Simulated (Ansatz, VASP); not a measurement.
# AlN in two plane-wave programs, part 2 of 2

Wanted: the spread between two codes on one cell, functional and k mesh. The cell is taken from a series of runs on this material, whose earlier steps may have relaxed, scaled, displaced or heated it; both programs get it as it stands.

VASP 6.6.1 and Ansatz 0.2.0.

So far: The starting structure; Ansatz: G0W0 gap, LDA.

### 3. VASP: G0W0 gap, LDA

Level of this step: G0W0 on LDA; plane waves and PAW (Al_GW, N_GW) (VASP).

The same cell, functional (in two slightly different forms) and mesh now go to VASP, with its own data sets.

Lines of VASP's logs that name or quote its potential files are left out, and so is its time.

The run reads the wave functions of an earlier VASP run, which isn't shown here.

Input file INCAR:

```
SYSTEM = AlN
PREC = Accurate
ENCUT = 450
ISMEAR = 0
SIGMA = 0.01
LREAL = .FALSE.
GGA = CA
NBANDS = 137
ALGO = EVGW0
NELMGW = 1
ENCUTGW = 200
NOMEGA = 64
PRECFOCK = Fast
NBANDSGW = 12
LWAVE = .FALSE.
LCHARG = .FALSE.
```

Input file POSCAR:

```
AlN
1.0
    0.0000000000      2.1839935596      2.1839935596
    2.1839935596      0.0000000000      2.1839935596
    2.1839935596      2.1839935596      0.0000000000
Al N
1 1
Direct
    0.0000000000      0.0000000000      0.0000000000
    0.7500000000      0.7500000000      0.7500000000
```

Input file KPOINTS:

```
Automatic mesh
0
Gamma
6 6 6
0 0 0
```

Potentials, in the order of the species: Al_GW and N_GW (LDA family, release 64).

Started as:

```console
$ export OMP_NUM_THREADS=3
$ mpirun -np 1 vasp_std
```

Numbers of over 12 decimals in the logs are rounded to 6 here.

What it wrote:

```text
[banner, memory and clock lines left out]
running    1 mpi-ranks, on    1 nodes
 distrk:  each k-point on    1 cores,    1 groups
 distr:  one band on    1 cores,    1 groups
 Offloading initialized ...    1 GPUs detected
 POSCAR found type information on POSCAR AlN
 POSCAR found :  2 types and       2 ions
|                                                                             |
|           W    W    AA    RRRRR   N    N  II  N    N   GGGG   !!!           |
|           W    W   A  A   R    R  NN   N  II  NN   N  G    G  !!!           |
|           W    W  A    A  R    R  N N  N  II  N N  N  G       !!!           |
|           W WW W  AAAAAA  RRRRR   N  N N  II  N  N N  G  GGG   !            |
|           WW  WW  A    A  R   R   N   NN  II  N   NN  G    G                |
|           W    W  A    A  R    R  N    N  II  N    N   GGGG   !!!           |
|                                                                             |
|     The default for ENCUTGWSOFT is different in this version of VASP.       |
|     please manually set ENCUTGWSOFT =200 in the INCAR file.                 |
|                                                                             |

 LDA part: xc-table for (Slater(with rela. corr.)+CA(PZ))
 , standard interpolation
 found WAVECAR, reading the header
 POSCAR, INCAR and KPOINTS ok, starting setup
 FFT: planning ... GRIDC
 FFT: planning ... GRID_SOFT
 FFT: planning ... GRID
 reading WAVECAR
 the WAVECAR file was read successfully
 initial charge from wavefunction
 available memory per node:   1682.68 GB, setting MAXMEM to   1723063

 The Fermi energy was updated, please check that it is located mid-gap
 values below the HOMO (VB) or above the LUMO (CB) will cause erroneous energies
 E-fermi :   6.4519

 calculate exact exchange contribution
 the WAVEDER file was read successfully
energies w=
    0.000    0.000    0.540    0.000    1.079    0.000    1.615    0.000
    2.148    0.000    2.676    0.000    3.199    0.000    3.716    0.000
    4.226    0.000    4.729    0.000    5.226    0.000    5.715    0.000
    6.198    0.000    6.674    0.000    7.144    0.000    7.609    0.000
    8.069    0.000    8.525    0.000    8.978    0.000    9.428    0.000
    9.876    0.000   10.323    0.000   10.771    0.000   11.221    0.000
   11.673    0.000   12.128    0.000   12.589    0.000   13.056    0.000
   13.530    0.000   14.014    0.000   14.509    0.000   15.016    0.000
   15.539    0.000   16.079    0.000   16.638    0.000   17.220    0.000
   17.828    0.000   18.465    0.000   19.135    0.000   19.843    0.000
   20.595    0.000   21.397    0.000   22.257    0.000   23.183    0.000
   24.186    0.000   25.278    0.000   26.476    0.000   27.798    0.000
   29.267    0.000   30.913    0.000   32.772    0.000   34.892    0.000
   37.337    0.000   40.187    0.000   43.558    0.000   47.607    0.000
   52.562    0.000   58.764    0.000   66.749    0.000   77.401    0.000
   92.305    0.000  114.602    0.000  151.525    0.000  224.278    0.000
 responsefunction array rank=     144
 LDA part: xc-table for (Slater(with rela. corr.)+CA(PZ))
 , standard interpolation

 min. memory requirement per mpi rank    495.5 MB, per node    495.5 MB

 allocating  64 responsefunctions rank=   144
 shmem allocating  64 responsefunctions rank=   144
 response function shared by NCSHMEM nodes    1
 Doing            64  frequencies on each core in blocks of            64
NQ=   1    0.0000    0.0000    0.0000,
|.........|.........|.........|.........|.........|.........|.........|.........
 performed        282000 updates of chi_q(r,r)
 total number of BLAS operations         42.41 Gflops
NQ=   2    0.1667    0.0000    0.0000,
|.........|.........|.........|.........|.........|.........|.........|.........
 performed        788000 updates of chi_q(r,r)
 total number of BLAS operations        112.94 Gflops
NQ=   3    0.3333    0.0000    0.0000,
|.........|.........|.........|.........|.........|.........|.........|.........
 performed       1294000 updates of chi_q(r,r)
 total number of BLAS operations        196.88 Gflops
NQ=   4    0.5000    0.0000    0.0000,
|.........|.........|.........|.........|.........|.........|.........|.........
 performed       1721000 updates of chi_q(r,r)
 total number of BLAS operations        261.95 Gflops
NQ=   5    0.1667    0.1667    0.0000,
|.........|.........|.........|.........|.........|.........|.........|.........
 performed       2227000 updates of chi_q(r,r)
 total number of BLAS operations        333.56 Gflops
NQ=   6    0.3333    0.1667    0.0000,
|.........|.........|.........|.........|.........|.........|.........|.........
 performed       3015000 updates of chi_q(r,r)
 total number of BLAS operations        453.73 Gflops
NQ=   7    0.5000    0.1667    0.0000,
|.........|.........|.........|.........|.........|.........|.........|.........
 performed       3803000 updates of chi_q(r,r)
 total number of BLAS operations        567.04 Gflops
NQ=   8   -0.3333    0.1667    0.0000,
|.........|.........|.........|.........|.........|.........|.........|.........
 performed       4591000 updates of chi_q(r,r)
 total number of BLAS operations        680.35 Gflops
NQ=   9   -0.1667    0.1667    0.0000,
|.........|.........|.........|.........|.........|.........|.........|.........
 performed       5274000 updates of chi_q(r,r)
 total number of BLAS operations        782.99 Gflops
NQ=  10    0.3333    0.3333    0.0000,
|.........|.........|.........|.........|.........|.........|.........|.........
 performed       5780000 updates of chi_q(r,r)
 total number of BLAS operations        850.35 Gflops
NQ=  11    0.5000    0.3333    0.0000,
|.........|.........|.........|.........|.........|.........|.........|.........
 performed       6568000 updates of chi_q(r,r)
 total number of BLAS operations        955.36 Gflops
NQ=  12   -0.3333    0.3333    0.0000,
|.........|.........|.........|.........|.........|.........|.........|.........
 performed       7251000 updates of chi_q(r,r)
 total number of BLAS operations       1056.51 Gflops
NQ=  13    0.5000    0.5000    0.0000,
|.........|.........|.........|.........|.........|.........|.........|.........
 performed       7632000 updates of chi_q(r,r)
 total number of BLAS operations       1104.91 Gflops
NQ=  14    0.5000    0.3333    0.1667,
|.........|.........|.........|.........|.........|.........|.........|.........
 performed       8519000 updates of chi_q(r,r)
 total number of BLAS operations       1224.89 Gflops
NQ=  15   -0.3333    0.3333    0.1667,
|.........|.........|.........|.........|.........|.........|.........|.........
 performed       9353000 updates of chi_q(r,r)
 total number of BLAS operations       1341.25 Gflops
NQ=  16   -0.3333    0.5000    0.1667,
|.........|.........|.........|.........|.........|.........|.........|.........
 performed      10039000 updates of chi_q(r,r)
 total number of BLAS operations       1434.12 Gflops
 resolving degeneracies of screened two electron integrals

 calculate QP shifts <psi_nk| G(iteration)W_0 |psi_nk>: iteration 1
 entering main loop
```

Parts of OUTCAR (step 3):

```text
ion  position               nearest neighbor table
   1  0.000  0.000  0.000-   2 1.89   2 1.89   2 1.89   2 1.89
   2  0.750  0.750  0.750-   1 1.89   1 1.89   1 1.89   1 1.89

  LATTYP: Found a face centered cubic cell.
 ALAT       =     4.3679871192

 Subroutine GETGRP returns: Found 24 space group operations
 (whereof 24 operations were pure point group operations)

The static configuration has the point symmetry T_d .

 Found     16 irreducible k-points:

   k-points           NKPTS =     16   k-points in BZ     NKDIM =    216   number of bands    NBANDS=    137

   dimension x,y,z NGX =    24 NGY =   24 NGZ =   24
   dimension x,y,z NGXF=    48 NGYF=   48 NGZF=   48

   ENCUT  =  450.0 eV  33.07 Ry    5.75 a.u.   5.34  5.34  5.34*2*pi/ulx,y,z

   NELECT =       8.0000    total number of electrons

  energy-cutoff  :      450.00
  volume of cell :       20.83
      direct lattice vectors                 reciprocal lattice vectors
     0.000000000  2.183993560  2.183993560    -0.228938404  0.228938404  0.228938404
     2.183993560  0.000000000  2.183993560     0.228938404 -0.228938404  0.228938404
     2.183993560  2.183993560  0.000000000     0.228938404  0.228938404 -0.228938404

 k-points in reciprocal lattice and weights: Automatic mesh
   0.00000000  0.00000000  0.00000000       0.005
   0.16666667  0.00000000  0.00000000       0.037
   0.33333333  0.00000000  0.00000000       0.037
   0.50000000  0.00000000  0.00000000       0.019
   0.16666667  0.16666667  0.00000000       0.028
   0.33333333  0.16666667  0.00000000       0.111
   0.50000000  0.16666667  0.00000000       0.111
  -0.33333333  0.16666667  0.00000000       0.111
  -0.16666667  0.16666667  0.00000000       0.056
[...]
-0.33333333  0.33333333  0.16666667       0.111
  -0.33333333  0.50000000  0.16666667       0.056

 E-fermi :   6.4519

 QP shifts <psi_nk| G(iteration)W_0 |psi_nk>: iteration 1
 for sc-GW calculations column KS-energies equals QP-energies in previous step
 and V_xc(KS)=  KS-energies - (<T + V_ion + V_H > + <T+V_H+V_ion>^1  + <V_x>^1)
 k-point   1 :       0.0000    0.0000    0.0000
  band No.  KS-energies  QP-energies   sigma(KS)   V_xc(KS)     V^pw_x(r,r')   Z            occupation Imag(sigma)
      1      -9.9903     -11.5565     -16.8355     -14.6787     -24.5690       0.7262       2.0000       1.2214
      2       4.8415       3.9788     -18.0081     -16.8927     -20.7153       0.7735       2.0000       0.0447
      3       4.8415       3.9788     -18.0081     -16.8927     -20.7153       0.7735       2.0000       0.0447
      4       4.8415       3.9788     -18.0081     -16.8927     -20.7153       0.7735       2.0000       0.0447
      5       9.0679       9.8298     -11.8413     -12.7862      -7.9569       0.8064       0.0000      -0.0531
      6      17.1624      18.4357      -9.1817     -10.7728      -4.0576       0.8003       0.0000      -0.0943
      7      17.1624      18.4357      -9.1817     -10.7728      -4.0576       0.8003       0.0000      -0.0943
      8      17.1624      18.4357      -9.1817     -10.7728      -4.0576       0.8003       0.0000      -0.0943
    ...

 k-point   2 :       0.1667    0.0000    0.0000
  band No.  KS-energies  QP-energies   sigma(KS)   V_xc(KS)     V^pw_x(r,r')   Z            occupation Imag(sigma)
      1      -9.5841     -11.1296     -17.0040     -14.8712     -24.6720       0.7247       2.0000       1.1607
      2       2.9902       1.9976     -16.6234     -15.3236     -19.5565       0.7636       2.0000       0.0503
      3       4.7072       3.8292     -17.9232     -16.7881     -20.6621       0.7735       2.0000       0.0448
      4       4.7072       3.8292     -17.9232     -16.7881     -20.6621       0.7735       2.0000       0.0448
      5      10.4526      11.3320     -12.4260     -13.5296      -8.3700       0.7969       0.0000      -0.0506
      6      16.2745      17.5118      -9.8541     -11.4134      -4.7476       0.7935       0.0000      -0.0941
      7      17.3340      18.5884      -9.2560     -10.8308      -4.0251       0.7965       0.0000      -0.1130
      8      17.3340      18.5884      -9.2560     -10.8308      -4.0251       0.7965       0.0000      -0.1130
    ...

 k-point   3 :       0.3333    0.0000    0.0000
  band No.  KS-energies  QP-energies   sigma(KS)   V_xc(KS)     V^pw_x(r,r')   Z            occupation Imag(sigma)
      1      -8.5675     -10.0983     -17.6180     -15.4934     -25.1070       0.7205       2.0000       1.0183
      2       0.2657      -0.8437     -15.2604     -13.7455     -18.9522       0.7324       2.0000       0.0977
      3       4.4643       3.5605     -17.7987     -16.6287     -20.5995       0.7724       2.0000       0.0453
      4       4.4643       3.5605     -17.7987     -16.6287     -20.5995       0.7724       2.0000       0.0453
      5      11.7757      12.7651     -11.2499     -12.4869      -6.8106       0.7999       0.0000      -0.0590
      6      15.0947      16.2489     -11.3708     -12.8764      -6.0965       0.7666       0.0000      -0.1026
      7      16.3761      17.5069      -8.9799     -10.3931      -3.9140       0.8003       0.0000      -0.1065
      8      16.3761      17.5069      -8.9799     -10.3931      -3.9140       0.8003       0.0000      -0.1065
    ...

 k-point   4 :       0.5000    0.0000    0.0000
  band No.  KS-energies  QP-energies   sigma(KS)   V_xc(KS)     V^pw_x(r,r')   Z            occupation Imag(sigma)
      1      -7.8708      -9.4306     -18.2458     -16.1154     -25.6549       0.7322       2.0000       0.9437
      2      -1.0756      -2.1795     -14.3604     -12.8229     -18.4135       0.7179       2.0000       0.1643
      3       4.3523       3.4382     -17.7527     -16.5685     -20.5814       0.7719       2.0000       0.0457
      4       4.3523       3.4382     -17.7527     -16.5685     -20.5814       0.7719       2.0000       0.0457
      5      12.1013      13.1125     -10.2747     -11.5200      -5.8343       0.8120       0.0000      -0.0580
      6      14.6034      15.7020     -12.0917     -13.5540      -6.6627       0.7513       0.0000      -0.1071
      7      15.7989      16.8991      -8.8743     -10.2437      -3.9217       0.8034       0.0000      -0.0948
      8      15.7989      16.8991      -8.8743     -10.2437      -3.9217       0.8034       0.0000      -0.0948
    ...

[... 4 further parts left out ...]
```

### 4. Differences

Known differences besides the potentials themselves: the two LDA forms differ slightly; fixed occupations in Ansatz, narrow Gaussian smearing in VASP; the cutoff is 420 eV in Ansatz and 450 eV in VASP; VASP's log shows a relativistic correction to its local exchange, Ansatz's none; Ansatz integrates over frequency by contour deformation, VASP on a grid of NOMEGA points; Ansatz's G0W0 levels solve the quasiparticle equation, VASP's are linearised. Total energies have different zeros and are not compared.

Compared:

```
                   quantity  Ansatz  VASP  difference
  G0W0 gap on the mesh (eV)    4.84  4.79       +0.04
Kohn-Sham gap under it (eV)    3.24  3.22       +0.02
```

### 5. Results

- difference in G0W0 gap on the mesh (G0W0 gap, LDA): 0.045 eV

**Reading.** The difference in G0W0 gap on the mesh is 0.045 eV (G0W0 gap, LDA). How closely two codes agree says nothing of how well the functional describes the real material.

[Lines on the potential files, build, host, timing and source positions are cut from VASP's logs without a mark.]

[Logs are printed without paths, hosts, clocks, repeated set-up lines and the standing remarks that a program may print on its own settings, such as how far it seeks lower states.]

[Hosts, paths, dates, database ids (printed as entryN), source tags and the programs' standing remarks are cut or masked in the printed files.]
